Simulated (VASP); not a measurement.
# CaF2 (Fluorite) (Fm-3m) in VASP: a series of runs, part 2 of 2

VASP 6.6.1.

## Step 3: Relaxation of the atoms, PBEsol (a relaxed cell with its volume scaled by 1.02)

INCAR reads:

```
  PREC = Accurate
  ENCUT = 600
  EDIFF = 1E-7
  ISMEAR = 0
  SIGMA = 0.03
  LREAL = False
  LASPH = True
  NELM = 80
  ALGO = Fast
  ISIF = 2
  LWAVE = False
  LCHARG = False
  GGA = PS
  IBRION = 2
  NSW = 40
  EDIFFG = -0.01
```

KPOINTS reads:

```
regular mesh
0
Gamma
  8 8 8
```

POSCAR reads:

```
CaF2                                    
1.0
    0.0000000000      2.7302785193      2.7302785193
    2.7302785193      0.0000000000      2.7302785193
    2.7302785193      2.7302785193      0.0000000000
  Ca              F             
     1     2
Direct
     0.0000000000000000    0.0000000000000000    0.0000000000000000
     0.2500000000000000    0.2500000000000000    0.2500000000000000
     0.7500000000000000    0.7500000000000000    0.7500000000000000
```

Potentials or basis: VASP PAW PBE potentials, release 64 (Ca_sv, F).

Launch:

```sh
> cat potpaw_PBE.64/Ca_sv/POTCAR potpaw_PBE.64/F/POTCAR > POTCAR
> mpirun -np 1 vasp_std > vasp.out
```

OUTCAR:

```text
PREC = Accurate
   ENCUT = 600
   EDIFF = 1E-7
   ISMEAR = 0
   LREAL = False
   LASPH = True
   NELM = 80
   ISIF = 2
   GGA = PS
   IBRION = 2
   NSW = 40
   EDIFFG = -0.01

 ion  position               nearest neighbor table
   1  0.000  0.000  0.000-   3 2.36   3 2.36   3 2.36   2 2.36   2 2.36   2 2.36   3 2.36   2 2.36

   2  0.250  0.250  0.250-   1 2.36   1 2.36   1 2.36   1 2.36
   3  0.750  0.750  0.750-   1 2.36   1 2.36   1 2.36   1 2.36

  LATTYP: Found a face centered cubic cell.
 ALAT       =     5.4605570386

  Lattice vectors:

 A1 = (   0.0000000000,   2.7302785193,   2.7302785193)
 A2 = (   2.7302785193,   0.0000000000,   2.7302785193)
 A3 = (   2.7302785193,   2.7302785193,   0.0000000000)

Analysis of symmetry for initial positions (statically):
=====================================================================
 Subroutine PRICEL returns:
 Original cell was already a primitive cell.

 Routine SETGRP: Setting up the symmetry group for a
 face centered cubic supercell.

 Subroutine GETGRP returns: Found 48 space group operations
 (whereof 48 operations were pure point group operations)
 out of a pool of 48 trial point group operations.

The static configuration has the point symmetry O_h .

Analysis of symmetry for dynamics (positions and initial velocities):
=====================================================================
 Subroutine PRICEL returns:
 Original cell was already a primitive cell.

 Routine SETGRP: Setting up the symmetry group for a
 face centered cubic supercell.

 Subroutine GETGRP returns: Found 48 space group operations
 (whereof 48 operations were pure point group operations)
 out of a pool of 48 trial point group operations.

The dynamic configuration has the point symmetry O_h .

 Subroutine INISYM returns: Found 48 space group operations
 (whereof 48 operations are pure point group operations),
 and found     1 'primitive' translations
[... 119 lines left out ...]
  Fermi-wavevector in a.u.,A,eV,Ry     =   1.372761  2.594142 25.639812  1.884473
  Thomas-Fermi vector in A             =   2.498339
   LORBIT       =      0    0 simple, 1 ext, 2 COOP (PROOUT), +10 PAW based schemes
   GGA     = PS    functional components
   LHFCALC =     F    Hartree Fock is set to
   AEXX    =    0.0000 exact exchange contribution
   IVDW    =     0    specifies the selected vdW correction
   LEPSILON=     F    determine dielectric tensor
   LRPA    =     F    only Hartree local field effects (RPA)
 conjugate gradient relaxation of ions
 non-spin polarized calculation
 RMM-DIIS sequential band-by-band and
 Gauss-broadening in eV      SIGMA  =   0.03
  energy-cutoff  :      600.00
  volume of cell :       40.71
 maximum number of plane-waves:      1380
   NGX = 15   NGY = 15   NGZ = 15

 number of electron      23.9999989 magnetization

 Free energy of the ion-electron system (eV)
  ---------------------------------------------------
  ext. energy  EPLUGINS =         0.00000000
  ---------------------------------------------------
  free energy    TOTEN  =       -17.90284202 eV

  energy without entropy =      -17.90284202  energy(sigma->0) =      -17.90284202

 E-fermi :  -0.9078     XC(G=0):  -9.9013

 val. band max:       -1.0807785367   @ k =   0.5000   0.5000   0.0000
 cond. band min:       6.0203223075   @ k =   0.0000   0.0000   0.0000
 fundamental gap:      7.1011008441
 Fermi energy:        -0.9077906197

 k-point     1 :       0.0000    0.0000    0.0000
  band No.  band energies     occupation
      1     -36.8879      2.00000
      2     -20.9053      2.00000
      3     -20.1143      2.00000
      4     -17.9123      2.00000
      5     -17.9123      2.00000
      6     -17.9123      2.00000
[... 433 lines left out ...]
      3     -20.7305      2.00000
      4     -17.9822      2.00000
      5     -17.7516      2.00000
      6     -17.4921      2.00000
[... 8 lines left out ...]
     15       8.7410      0.00000
     16       9.1942      0.00000

 [... further k-points ...]

------------------------ aborting loop because EDIFF is reached ----------------------------------------

  FORCE on cell =-STRESS in cart. coord.  units (eV):
  Direction    XX          YY          ZZ          XY          YZ          ZX
  --------------------------------------------------------------------------------------
  -------------------------------------------------------------------------------------
  Total       -0.4147905     -0.4147905     -0.4147905      0.0000000      0.0000000     -0.0000000
  in kB      -16.3263291    -16.3263291    -16.3263291      0.0000000      0.0000000     -0.0000000
  external PRESSURE =     -16.3263291 kB  Pullay stress =       0.0000000 kB

 VOLUME and BASIS-vectors are now :
 -----------------------------------------------------------------------------
  energy-cutoff  :      600.00
  volume of cell :       40.71
      direct lattice vectors                 reciprocal lattice vectors
     0.000000000  2.730278519  2.730278519    -0.183131500  0.183131500  0.183131500
     2.730278519  0.000000000  2.730278519     0.183131500 -0.183131500  0.183131500
     2.730278519  2.730278519  0.000000000     0.183131500  0.183131500 -0.183131500

 POSITION                                       TOTAL-FORCE (eV/Angst)
 -----------------------------------------------------------------------------------
      0.00000      0.00000      0.00000        -0.000000     -0.000000     -0.000000
      1.36514      1.36514      1.36514        -0.000000     -0.000000     -0.000000
      4.09542      4.09542      4.09542         0.000000      0.000000      0.000000
 -----------------------------------------------------------------------------------
    total drift:                                0.000000     -0.000000      0.000000

  FREE ENERGIE OF THE ION-ELECTRON SYSTEM (eV)
  ---------------------------------------------------
  free  energy   TOTEN  =       -17.9028420199 eV

  energy  without entropy=      -17.9028420199  energy(sigma->0) =      -17.90284202

 reached required accuracy - stopping structural energy minimisation
```

OSZICAR:

```text
N       E                     dE             d eps       ncg     rms          rms(c)
DAV:   1     0.240229472705E+03    0.24023E+03   -0.14934E+04   928   0.170E+03
DAV:   2    -0.831932429265E+01   -0.24855E+03   -0.24463E+03  1192   0.417E+02
DAV:   3    -0.186171571997E+02   -0.10298E+02   -0.10290E+02  1064   0.947E+01
DAV:   4    -0.189842944643E+02   -0.36714E+00   -0.36696E+00  1592   0.137E+01
[... 14 lines left out ...]
RMM:  19    -0.179028406670E+02   -0.17586E-05   -0.18404E-05  1137   0.173E-02    0.233E-03
RMM:  20    -0.179028413855E+02   -0.71843E-06   -0.61742E-06   971   0.106E-02    0.858E-04
RMM:  21    -0.179028417705E+02   -0.38504E-06   -0.34516E-06   897   0.756E-03    0.142E-03
RMM:  22    -0.179028419868E+02   -0.21633E-06   -0.14312E-06   847   0.614E-03    0.574E-04
RMM:  23    -0.179028420199E+02   -0.33047E-07   -0.72698E-07   797   0.386E-03
   1 F= -.17902842E+02 E0= -.17902842E+02  d E =-.179028E+02
```

Wall time 16 s (1 thread of Intel Xeon 6975P-C (Granite Rapids), shared host); peak memory 0.18 GiB.

What came out:

* Free energy: -17.9028 eV
* Pressure after relaxing: -1.6 GPa
* Band gap on the k mesh: 7.10 eV, indirect (least direct gap 7.36 eV)

Final structure:
```yaml
crystal:
  lattice:
    - [0.00000, 2.73028, 2.73028]
    - [2.73028, 0.00000, 2.73028]
    - [2.73028, 2.73028, 0.00000]
  atoms:
    - { symbol: Ca, position: [0.00000, 0.00000, 0.00000] }
    - { symbol: F, position: [0.25000, 0.25000, 0.25000] }
    - { symbol: F, position: [0.75000, 0.75000, 0.75000] }
```

Caveat: the relaxation stopped at its first step, so nothing moved; the PAW data sets were made with another functional, which shifts forces and pressure a little.

## Step 4: Relaxation of the atoms, PBEsol (a relaxed cell with its volume scaled by 1.04)

INCAR is that of step 3.

KPOINTS is that of step 3.

POSCAR reads:

```
CaF2                                    
1.0
    0.0000000000      2.7480080974      2.7480080974
    2.7480080974      0.0000000000      2.7480080974
    2.7480080974      2.7480080974      0.0000000000
  Ca              F             
     1     2
Direct
     0.0000000000000000    0.0000000000000000    0.0000000000000000
     0.2500000000000000    0.2500000000000000    0.2500000000000000
     0.7500000000000000    0.7500000000000000    0.7500000000000000
```

Launch:

```sh
> cat potpaw_PBE.64/Ca_sv/POTCAR potpaw_PBE.64/F/POTCAR > POTCAR
> mpirun -np 1 vasp_std > vasp.out
```

It took 17 s on 1 thread of Intel Xeon 6975P-C (Granite Rapids), shared host; peak memory 0.18 GiB.

Results (log left out):

* Free energy: -17.8930 eV
* Pressure after relaxing: -3.1 GPa
* Band gap on the k mesh: 6.99 eV, indirect (least direct gap 7.25 eV)

Final structure:
```
Ca F
1.0
     0.00000    2.74801    2.74801
     2.74801    0.00000    2.74801
     2.74801    2.74801    0.00000
Ca F
1 2
Cartesian
  0.0000 0.0000 0.0000
  1.3740 1.3740 1.3740
  4.1220 4.1220 4.1220
```

Levels at points of the mesh, in eV from the valence-band top:
```csv
k point,band 8,band 9,band 10,band 11,band 12,band 13,band 14,band 15,band 16
"(0.00, 0.00, 0.00)",-2.09,-2.09,-0.26,-0.26,-0.26,6.99,9.05,9.05,11.08
"(0.50, 0.00, 0.00)",-1.49,-1.29,-1.23,-0.83,-0.83,9.27,9.27,9.59,10.45
"(0.50, 0.50, 0.00)",-1.64,-1.64,-0.36,-0.36,0.00,7.98,9.37,9.97,10.74
```

Caveat: the relaxation stopped at its first step, so nothing moved; the PAW data sets were made with another functional, which shifts forces and pressure a little. A k mesh can miss the band edges.

## Step 5: Overview

| cell | gap on the mesh (eV) | pressure (GPa) |
| --- | --- | --- |
| atoms relaxed | 7.21 | 0.0 |
| atoms relaxed from: a relaxed cell with its volume scaled by 1.02 | 7.10 | -1.6 |
| atoms relaxed from: a relaxed cell with its volume scaled by 1.04 | 6.99 | -3.1 |

Alike in all rows: task relaxation of the atoms; level PBEsol; potentials or basis VASP PAW PBE potentials, release 64 (Ca_sv, F); no spin polarisation; k mesh 8 × 8 × 8; cutoff (eV) 600; smearing gaussian 0.03 eV.

Caveats: the relaxation stopped at its first step, so nothing moved; the PAW data sets were made with another functional, which shifts forces and pressure a little.

Total energies depend on the potentials used, so only differences within one code and one set of settings carry meaning.
